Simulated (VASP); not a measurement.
# Cu (Fm-3m) in VASP: further runs

The runs below take Cu through single point, with PBE.

All numbers are computed with VASP 6.6.1; they aren't measurements. Logs are shortened: lines on timing, memory, paths and dates and some standing lists are left out, and cuts for length are marked.

### 1 Starting point

The structure is cubic, space group Fm-3m (No. 225). The conventional cell has a = 3.615 Å, b = 3.615 Å, c = 3.615 Å, α = 90.00°, β = 90.00°, γ = 90.00°. Cu (site symmetry m-3m) has 12 Cu at 2.56 Å as nearest neighbours.

### 2 Single point, PBE

File INCAR:

```
SYSTEM = Cu
  PREC = Accurate
  ENCUT = 460
  EDIFF = 0.01
  ISMEAR = 1
  SIGMA = 0.1
  LREAL = .False.
  LASPH = .True.
  NELM = 100
  ALGO = Normal
  ISIF = 2
  LWAVE = .False.
  LCHARG = .False.
  GGA = PE
  NBANDS = 12
  ADDGRID = .False.
```

File KPOINTS:

```
regular mesh
0
Gamma
  11 11 11
  0 0 0
```

File POSCAR:

```
Cu
1.0
    0.0000000000      1.8075000000      1.8075000000
    1.8075000000      0.0000000000      1.8075000000
    1.8075000000      1.8075000000      0.0000000000
Cu
1
Direct
    0.0000000000      0.0000000000      0.0000000000
```

Potentials or basis: VASP PAW PBE potentials, release 64 (Cu).

Started as:

```bash
> cat potpaw_PBE.64/Cu/POTCAR > POTCAR
> mpirun -np 1 vasp_std > vasp.out
```

OUTCAR:

```text
SYSTEM = Cu
   PREC = Accurate
   ENCUT = 460
   EDIFF = 0.01
   ISMEAR = 1
   LREAL = .False.
   LASPH = .True.
   NELM = 100
   ISIF = 2
   GGA = PE

 Found     56 irreducible k-points:

 Following reciprocal coordinates:
            Coordinates               Weight
  0.000000  0.000000  0.000000      1.000000
  0.090909  0.000000  0.000000      8.000000
  0.181818  0.000000  0.000000      8.000000
  0.272727  0.000000  0.000000      8.000000
  0.363636  0.000000  0.000000      8.000000
  0.454545  0.000000  0.000000      8.000000
   k-points           NKPTS =     56   k-points in BZ     NKDIM =     56   number of bands    NBANDS=     12
   number of dos      NEDOS =    301   number of ions     NIONS =      1
   total plane-waves  NPLWV =   5832
   dimension x,y,z NGX =    18 NGY =   18 NGZ =   18
   dimension x,y,z NGXF=    36 NGYF=   36 NGZF=   36
   ions per type =               1
   NGX,Y,Z   is equivalent  to a cutoff of  11.71, 11.71, 11.71 a.u.
   NGXF,Y,Z  is equivalent  to a cutoff of  23.41, 23.41, 23.41 a.u.
 SYSTEM =  Cu
   PREC   = accura    normal or accurate (medium, high low for compatibility)
   ISTART =      0    job   : 0-new  1-cont  2-samecut
   ICHARG =      2    charge: 1-file 2-atom 10-const
   ISPIN  =      1    spin polarized calculation?
   LNONCOLLINEAR =      F non collinear calculations
   LSORBIT =      F    spin-orbit coupling
   LASPH  =      T    aspherical Exc in radial PAW
   ENCUT  =  460.0 eV  33.81 Ry    5.81 a.u.   4.47  4.47  4.47*2*pi/ulx,y,z
   NELM   =    100;   NELMIN=  2; NELMDL= -5     # of ELM steps
   EDIFF  = 0.1E-01   stopping-criterion for ELM
   LREAL  =      F    real-space projection
   EDIFFG = 0.1E+00   stopping-criterion for IOM
   NSW    =      0    number of steps for IOM
   IBRION =     -1    ionic relax: 0-MD 1-quasi-New 2-CG
   NFREE  =      0    steps in history (QN), initial steepest desc. (CG)
   ISIF   =      2    stress and relaxation
   ISYM   =      2    0-nonsym 1-usesym 2-fastsym
   POTIM  = 0.5000    time-step for ionic-motion
   TEBEG  =    0.0;   TEEND  =   0.0 temperature during run
   PSTRESS=    0.0 pullay stress
   NELECT =      11.0000    total number of electrons
   NUPDOWN=      -1.0000    fix difference up-down
   EMIN   =  10.00;   EMAX   =-10.00  energy-range for DOS
   EFERMI =   0.00;   METHOD = LEGACY
   ISMEAR =     1;   SIGMA  =   0.10  broadening in eV -4-tet -1-fermi 0-gaus
   EFERMI_NEDOS =   21; number of points for ismear=-14 and -15
   IALGO  =     38    algorithm
   IMIX   =      4    mixing-type and parameters
     AMIX     =   0.40;   BMIX     =  1.00
     AMIX_MAG =   1.60;   BMIX_MAG =  1.00
  volume/ion in A,a.u.               =      11.81        79.70
  Fermi-wavevector in a.u.,A,eV,Ry     =   1.598763  3.021224 34.777078  2.556043
  Thomas-Fermi vector in A             =   2.696162
   LORBIT       =      0    0 simple, 1 ext, 2 COOP (PROOUT), +10 PAW based schemes
   GGA     = PE    functional components
   LHFCALC =     F    Hartree Fock is set to
   AEXX    =    0.0000 exact exchange contribution
   IVDW    =     0    specifies the selected vdW correction
   LEPSILON=     F    determine dielectric tensor
   LRPA    =     F    only Hartree local field effects (RPA)
 non-spin polarized calculation
 Methfessel and Paxton  Order N= 1 SIGMA  =   0.10
  energy-cutoff  :      460.00
  volume of cell :       11.81
 maximum number of plane-waves:       276
 NGX is ok and might be reduce to    18
   NGX =  9   NGY =  9   NGZ =  9

 number of electron      11.0000013 magnetization

 Free energy of the ion-electron system (eV)
  ---------------------------------------------------
  ext. energy  EPLUGINS =         0.00000000
  ---------------------------------------------------
  free energy    TOTEN  =        -3.73124219 eV

  energy without entropy =       -3.73178993  energy(sigma->0) =       -3.73142477

 E-fermi :   7.6262     XC(G=0): -12.7273

 val. band max:        7.5354533987   @ k =   0.4545   0.2727   0.0000
 cond. band min:       7.7791778944   @ k =   0.4545   0.3636   0.0000
 fundamental gap:      0.2437244957
 Fermi energy:         7.6262302025

 k-point     1 :       0.0000    0.0000    0.0000
  band No.  band energies     occupation
      1      -1.7671      2.00000
      2       4.5485      2.00000
      3       4.5485      2.00000
      4       4.5485      2.00000
      5       5.3705      2.00000
      6       5.3705      2.00000
      7      30.1813      0.00000
      8      32.8218      0.00000
      9      32.8218      0.00000
     10      32.8218      0.00000
     11      35.3121      0.00000
     12      35.3121      0.00000

 k-point     2 :       0.0909    0.0000    0.0000
  band No.  band energies     occupation
      1      -1.4671      2.00000
      2       4.4870      2.00000
      3       4.6025      2.00000
      4       4.6025      2.00000
      5       5.3502      2.00000
      6       5.3502      2.00000
      7      28.1043      0.00000
      8      30.9900      0.00000
      9      32.0340      0.00000
     10      32.0340      0.00000
     11      36.5104      0.00000
     12      36.5108      0.00000

 k-point     3 :       0.1818    0.0000    0.0000
  band No.  band energies     occupation
      1      -0.5975      2.00000
      2       4.3516      2.00000
      3       4.6987      2.00000
      4       4.6987      2.00000
      5       5.3525      2.00000
      6       5.3525      2.00000
      7      23.4453      0.00000
      8      30.5304      0.00000
      9      30.9915      0.00000
     10      30.9915      0.00000
     11      37.1450      0.00000
     12      37.5690      0.00000

 k-point     4 :       0.2727    0.0000    0.0000
  band No.  band energies     occupation
      1       0.7043      2.00000
      2       4.3140      2.00000
      3       4.6891      2.00000
      4       4.6891      2.00000
      5       5.5060      2.00000
      6       5.5060      2.00000
      7      18.9383      0.00000
      8      29.8766      0.00000
      9      30.2472      0.00000
     10      30.2473      0.00000
     11      35.5446      0.00000
     12      35.5446      0.00000

 k-point     5 :       0.3636    0.0000    0.0000
  band No.  band energies     occupation
      1       1.9528      2.00000
      2       4.5960      2.00000
      3       4.5960      2.00000
      4       4.8327      2.00000
      5       5.7477      2.00000
      6       5.7477      2.00000
      7      14.9246      0.00000
      8      29.1681      0.00000
      9      29.8269      0.00000
     10      29.8269      0.00000
     11      33.7714      0.00000
     12      33.7714      0.00000

 k-point     6 :       0.4545    0.0000    0.0000
  band No.  band energies     occupation
      1       2.4592      2.00000
      2       4.5251      2.00000
      3       4.5251      2.00000
      4       5.9143      2.00000
      5       5.9143      2.00000
      6       6.2151      2.00000
      7      11.8899      0.00000
      8      28.7319      0.00000
      9      29.6679      0.00000
     10      29.6679      0.00000
     11      32.7878      0.00000
     12      32.7878      0.00000

 [... further k-points ...]

------------------------ aborting loop because EDIFF is reached ----------------------------------------

  FORCE on cell =-STRESS in cart. coord.  units (eV):
  Direction    XX          YY          ZZ          XY          YZ          ZX
  --------------------------------------------------------------------------------------
  -------------------------------------------------------------------------------------
  Total        0.1970726      0.1970726      0.1970726      0.0000000     -0.0000000      0.0000000
  in kB       26.7344867     26.7344867     26.7344867      0.0000000     -0.0000000      0.0000000
  external PRESSURE =      26.7344867 kB  Pullay stress =       0.0000000 kB

 VOLUME and BASIS-vectors are now :
 -----------------------------------------------------------------------------
  energy-cutoff  :      460.00
  volume of cell :       11.81
      direct lattice vectors                 reciprocal lattice vectors
     0.000000000  1.807500000  1.807500000    -0.276625173  0.276625173  0.276625173
     1.807500000  0.000000000  1.807500000     0.276625173 -0.276625173  0.276625173
     1.807500000  1.807500000  0.000000000     0.276625173  0.276625173 -0.276625173

 POSITION                                       TOTAL-FORCE (eV/Angst)
 -----------------------------------------------------------------------------------
      0.00000      0.00000      0.00000         0.000000     -0.000000     -0.000000
 -----------------------------------------------------------------------------------
    total drift:                                0.000000     -0.000000      0.000000

  FREE ENERGIE OF THE ION-ELECTRON SYSTEM (eV)
  ---------------------------------------------------
  free  energy   TOTEN  =        -3.7312421869 eV

  energy  without entropy=       -3.7317899265  energy(sigma->0) =       -3.73142477
```

Run time: 3.1 s. Hardware: 1 thread of AMD EPYC 9R45 (Zen 5), shared host; peak memory 0.09 GiB.

The run converged, but some of its settings lie outside the range that counts as converged, so its numbers aren't taken as properties of the crystal.

Results:

| Item | Value |
| --- | --- |
| Free energy | -3.7312 eV |
| Pressure | 2.7 GPa |
| Band gap on the k mesh | none (metal or under the smearing width) |

### 3 Single point, PBE

INCAR is that of step 2.

KPOINTS is that of step 2.

File POSCAR:

```
Cu
1.0
   -0.0335610000      1.7894160000      1.7776830000
    1.7981850000     -0.0227470000      1.7668690000
    1.8176490000      1.7980650000     -0.0422110000
Cu
1
Direct
    0.0167750000     -0.0332640000      0.0016970000
```

Potentials or basis: VASP PAW PBE potentials, release 64 (Cu).

Started as:

```bash
> cat potpaw_PBE.64/Cu/POTCAR > POTCAR
> mpirun -np 1 vasp_std > vasp.out
```

Wall time 25 s (1 thread of AMD EPYC 9R45 (Zen 5), shared host); peak memory 0.15 GiB.

These settings aren't checked as converged: the numbers below hold their error.

What came out:

```
Free energy            : -3.7264 eV
Pressure               : 3.2 GPa
Band gap on the k mesh : none (metal or under the smearing width)
```

### 4 Single point, PBE

Edit INCAR of step 3 so:

```diff
@@ -3,3 +3,3 @@
   ENCUT = 460
-  EDIFF = 0.01
+  EDIFF = 0.001
   ISMEAR = 1
```

KPOINTS is that of step 3.

File POSCAR:

```
Cu
1.0
    0.0000000000      1.8075000000      1.8075000000
    1.8075000000      0.0000000000      1.8075000000
    1.8075000000      1.8075000000      0.0000000000
Cu
1
Direct
    0.0000000000      0.0000000000      0.0000000000
```

Started as:

```bash
> cat potpaw_PBE.64/Cu/POTCAR > POTCAR
> mpirun -np 1 vasp_std > vasp.out
```

Wall time 3.4 s (1 thread of AMD EPYC 9R45 (Zen 5), shared host); peak memory 0.09 GiB.

These settings aren't checked as converged: the numbers below hold their error.

What came out:

- Free energy: -3.7313 eV
- Pressure: 0.7 GPa
- Band gap on the k mesh: none (metal or under the smearing width)

### 5 Single point, PBE

INCAR is that of step 4.

KPOINTS is that of step 4.

File POSCAR:

```
Cu
1.0
   -0.0335610000      1.7894160000      1.7776830000
    1.7981850000     -0.0227470000      1.7668690000
    1.8176490000      1.7980650000     -0.0422110000
Cu
1
Direct
    0.0167750000     -0.0332640000      0.0016970000
```

Started as:

```bash
> cat potpaw_PBE.64/Cu/POTCAR > POTCAR
> mpirun -np 1 vasp_std > vasp.out
```

Wall time 29 s (1 thread of AMD EPYC 9R45 (Zen 5), shared host); peak memory 0.15 GiB.

These settings aren't checked as converged: the numbers below hold their error.

What came out:

- Free energy: -3.7264 eV
- Pressure: 1.2 GPa
- Band gap on the k mesh: none (metal or under the smearing width)

### 6 The reference run

An earlier run on the cell as given: functional PBE; potentials or basis VASP PAW PBE potentials, release 64 (Cu); cutoff 520 eV; k mesh 13 × 13 × 13; occupations fermi-dirac, width 0.05 eV; no spin polarisation.

* Pressure: 2.2 GPa
* Band gap on the k mesh: none (metal or under the smearing width)
